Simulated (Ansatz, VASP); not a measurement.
## One calculation of SiC, two programs

```
Si C
1.0
     3.07598    0.00000    0.00000
    -1.53799    2.66388    0.00000
     0.00000    0.00000    5.04784
Si C
2 2
Direct
  0.33333 0.66667 0.98096
  0.66667 0.33333 0.48096
  0.33333 0.66667 0.39404
  0.66667 0.33333 0.89404
```

Change from the starting cell: polar distortion scaled by 0.70.

Alike in both runs: task single point; functional PBEsol; k mesh 12 × 12 × 6; no spin polarisation.

```csv
,VASP,Ansatz
version,VASP 6.6.1,Ansatz 0.2.0
potentials or method,"VASP PAW PBE potentials, release 64 (Si, C)","scalar-relativistic, plane waves, PAW"
plane-wave cutoff (eV),520,420
occupations,"gaussian, width 0.01 eV",fixed
valence electrons in the cell,16,16
```

Ansatz gave:

| Item | Value |
| --- | --- |
| gap on the k mesh at the Fermi level (eV) | 1.67 |
| least direct gap on the mesh (eV) | 3.80 |
| pressure (GPa) | 3.0 |
| largest component of the traceless stress (GPa) | 9.62 |
| rms of the force components (eV/Å) | 1.213 |

Problem. Which values does VASP return?

Solution. gap on the k mesh at the Fermi level (eV): 1.67; least direct gap on the mesh (eV): 3.81; pressure (GPa): 3.3; largest component of the traceless stress (GPa): 9.78; rms of the force components (eV/Å): 1.219.

Atom by atom the forces differ by 0.007 eV/Å (rms over components). Ansatz warned: «pseudo_functional_mismatch».

Caveats: the PAW data sets were made with another functional, which shifts forces and pressure a little (VASP). A k mesh can miss the band edges.
